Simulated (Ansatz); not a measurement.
Ti, 3 atoms in the cell. The structure is hexagonal, space group P6/mmm (No. 191). Conventional cell: a = 4.567 Å, b = 4.567 Å, c = 2.826 Å, α = 90.00°, β = 90.00°, γ = 120.00°. Around Ti (site symmetry -6m2) lie 11 Ti at 2.64 to 2.99 Å. Ti (site symmetry 6/mmm) has 14 Ti at 2.83 to 2.99 Å as nearest neighbours. This isn't the form of Ti at room conditions, which is hcp.

```yaml
Program: Ansatz 0.2.0
Task: band structure
Functional: PBEsol
Potentials_or_basis: JTH PAW
Cutoff: "1230 eV (not typed: the program's choice for these potentials)"
k_mesh: 7 × 7 × 9
Occupations: fermi-dirac, width 0.05 eV
Spin: no spin polarisation
Path: "[[\"G\", \"M\", \"K\", \"G\", \"A\", \"L\", \"H\", \"A\"], [\"L\", \"M\"], [\"K\", \"H\"]]"
Points_for_each_segment_of_the_path: 14
```

Potentials or basis: JTH PAW.

Run with:

```bash
$ ansatz run input.yaml --threads 2 --pin off --max-ram 5632MiB --backend cpu --events-out ev --progress --plain --runs-dir out
```

Hardware: 2 threads of Intel(R) Xeon(R) 6975P-C (Granite Rapids), with other jobs on the host.

Problem. Estimate the wall time of this run.

Solution. Wall time 6.6 s on 2 threads of Intel(R) Xeon(R) 6975P-C (Granite Rapids), on a shared host, peak memory 0.77 GiB. Counts: scf iterations 8, plane waves 4967, k points 40, bands 25.
